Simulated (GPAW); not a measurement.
Runs of GPAW 26.7.0 on SnO2 (Cassiterite). The structure is tetragonal, space group P4_2/mnm (No. 136). The conventional cell has a = 4.738 Å, b = 4.738 Å, c = 3.187 Å, α = 90.00°, β = 90.00°, γ = 90.00°. Sn (site symmetry mmm) is surrounded by 6 O at 2.05 to 2.06 Å. Around O (site symmetry m2m) lie 3 Sn at 2.05 to 2.06 Å. 

```tsv
task	level	potentials or basis	spin	cell	eigensolver	band path	band points	spin axis theta (degrees)	spin axis phi (degrees)	gap on the mesh (eV)	pressure (GPa)	relaxed volume (Å³/atom)	largest force (eV/Å)
band structure	BLYP	PAW data sets generated in the run's folder for this functional, pw	SOC, no magnetisation	as given	davidson	GXMGZRAZ,XR,MA	80	90	0	1.36	14.0	-	0.30
relaxation of cell and atoms	RPBE+D3(BJ)	the program's PAW data sets (release 1.2.1) made for this functional, pw	off	relaxed to 10 GPa	-	-	-	-	-	(c)	10.0	-	-
relaxation of cell and atoms	PW91+D3(BJ)	PAW data sets generated in the run's folder for this functional, pw	off	relaxed	-	-	-	-	-	(b)	0.1	12.28	0.01
relaxation of cell and atoms	TASK	GPAW PAW data sets (gpaw-data 1.2.1), pw	off	relaxed	-	-	-	-	-	2.31	0.1	(a)	0.02
```

Alike in all rows: k mesh 4 × 4 × 5; cutoff (eV) 800; smearing fermi-dirac 0.05 eV; the mesh is coarse, so values aren't converged.

Task: Estimate the missing entries.

Result: (a) 12.56; (b) 0.94; (c) 1.97.

Caveats: later steps reuse the first step's grids (some runs); spin-orbit coupling is left out, which moves the levels of the heavy elements (some runs); spin-orbit coupling was added after a scalar SCF, so levels and gaps hold it while energy, forces, pressure and moments don't (some runs); this program's spin-orbit splittings come out too wide for heavy elements (some runs); the PAW data sets were made with another functional, which shifts forces and pressure a little (some runs).

A k mesh can miss the band edges, and rows without SOC leave out spin-orbit coupling on Sn.
